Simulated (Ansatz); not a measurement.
# Random displacements in Ge$_{2}$Pt$_{3}$

Theory: DFT PBEsol, scalar-relativistic, plane waves, PAW in Ansatz 0.2.0. The runs took a 420 eV cutoff, a Γ-centred 12×6×8 mesh and Gaussian smearing (0.15 eV). Spin–orbit coupling is left out, which can shift energies with elements as heavy as these. No spin polarisation. Energies are free energies at this smearing, counted from the undisturbed cell; pressure is positive in compression.

The undisturbed cell (relaxed at this level; it needn't be the usual structure):

```
CELL_PARAMETERS angstrom
3.47787 0.00000 -0.00086
0.00000 7.58363 0.00000
-1.73089 0.00000 6.06098
ATOMIC_POSITIONS crystal
Ge 0.50000 0.00000 0.00000
Ge 0.50000 0.50000 0.00000
Ge 0.75615 0.25000 0.51265
Ge 0.24385 0.75000 0.48735
Pt 0.96557 0.25000 0.93240
Pt 0.03443 0.75000 0.06760
Pt 0.16067 0.05836 0.32091
Pt 0.83933 0.94164 0.67909
Pt 0.83933 0.55836 0.67909
Pt 0.16067 0.44164 0.32091
```

The atoms are displaced (Å, in the unstrained cell):

```
atom ux uy uz
 Ge1   0.243   0.182  -0.043
 Ge2   0.075  -0.184  -0.221
 Ge3  -0.194  -0.189   0.078
 Ge4   0.011  -0.010   0.375
 Pt5  -0.307   0.076   0.013
 Pt6   0.259  -0.155  -0.130
 Pt7  -0.105   0.211   0.016
 Pt8  -0.164   0.037   0.022
 Pt9  -0.010  -0.160  -0.069
Pt10   0.193   0.191  -0.041
```

The cell is not strained.

Q: What are the energy change, the stress and the forces?

A: ΔE = 381.1 meV/atom; stress (xx, yy, zz, yz, xz, xy; compression positive) (15.36, 20.93, 10.42, -2.96, 0.39, 1.29) GPa.
```csv
atom,Fx (eV/Å),Fy,Fz
Ge1,-3.95,-4.36,1.71
Ge2,-3.61,4.64,1.86
Ge3,1.17,3.07,-0.90
Ge4,-1.24,-0.40,-2.28
Pt5,5.68,-1.09,0.03
Pt6,-0.13,1.98,0.07
Pt7,-0.52,-2.10,-0.17
Pt8,2.06,-1.08,0.18
Pt9,1.22,0.52,-0.52
Pt10,-0.67,-1.17,0.02
```

Cost: 1 run of about 7.1 core-minutes, on AMD EPYC 7R43 (Zen 3) (shared hosts).